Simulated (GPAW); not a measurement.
Write an ASE script for GPAW 26.7.0 that does the following.

```yaml
Task: ts
Functional: revPBE
Dispersion: TS
Potentials_or_basis: the program's PAW data sets (release 1.2.1) made for this functional
Cutoff: 800 eV
Basis: pw
k_mesh: 9 × 9 × 5
Occupations: fermi-dirac, width 0.05 eV
Spin: no spin polarisation
Maxiter: 150
older_calculator_legacy_gpaw: yes
```

The structure of ZnO (zincite) lies in ZnO.xyz:

```xyz
4
Lattice="3.2493080000 0.0000000000 0.0000000000 -1.6246540000 2.8139832727 0.0000000000 0.0000000000 0.0000000000 5.2057090000" Properties=species:S:1:pos:R:3 pbc="T T T"
Zn     1.6246540002      0.9379944241      0.0000000000
Zn    -0.0000000002      1.8759888486      2.6028545000
O     -0.0000000002      1.8759888486      4.5758702681
O      1.6246540002      0.9379944241      1.9730157681
```

The input as run:

run.py

```python
from ase.calculators.vdwcorrection import vdWTkatchenko09prl
from ase.dft.bandgap import bandgap
from ase.io import read, write
from ase.units import GPa
from gpaw import GPAW, PW
from gpaw.analyse.hirshfeld import HirshfeldPartitioning
from gpaw.analyse.vdwradii import vdWradii
from gpaw.mpi import world

atoms = read('ZnO.xyz')

calc = GPAW(mode=PW(800),
            xc='revPBE',
            kpts={'size': (9, 9, 5), 'gamma': True},
            occupations={'name': 'fermi-dirac', 'width': 0.05},
            nbands=31,
            convergence={'density': 1e-05, 'energy': 1e-05},
            maxiter=150,
            legacy_gpaw=True,
            txt='gpaw.txt')
atoms.calc = calc
energy = atoms.get_potential_energy()
forces = atoms.get_forces()
stress = atoms.get_stress()
calc.write('gs.gpw')
write('result.traj', atoms)
print(f'Energy: {energy:.6f} eV')
print('Forces (eV/A):')
print(forces.round(4))
print('Stress (GPa):', (stress / GPa).round(3))
print('Fermi level:', round(calc.get_fermi_level(), 4), 'eV')
print(f'Gap: {bandgap(calc)[0]:.4f} eV, direct: {bandgap(calc, direct=True)[0]:.4f} eV')

hirshfeld = HirshfeldPartitioning(calc)
print('Hirshfeld volume ratios:', *hirshfeld.get_effective_volume_ratios().round(4))
atoms.calc = vdWTkatchenko09prl(hirshfeld, vdWradii(atoms.get_chemical_symbols(), 'PBE', world=world), Rmax=15.0, txt='-')
total = atoms.get_potential_energy()
print(f'Energy with TS dispersion: {total:.6f} eV, dispersion {total - energy:.6f} eV')
print('Forces with TS dispersion:', *atoms.get_forces().round(5).ravel())
```

Potentials or basis: the program's PAW data sets (release 1.2.1) made for this functional, pw.

The run is started by

```bash
$ OMP_NUM_THREADS=1 python run.py
```

It gave:

The largest force is 0.111 eV/Å and the band gap on the k mesh is 0.87 eV, direct. The dispersion energy per atom is -0.725 eV.

It took 90 s on 1 thread of Arm Neoverse V1, with other jobs on the host, peak memory 0.47 GiB.
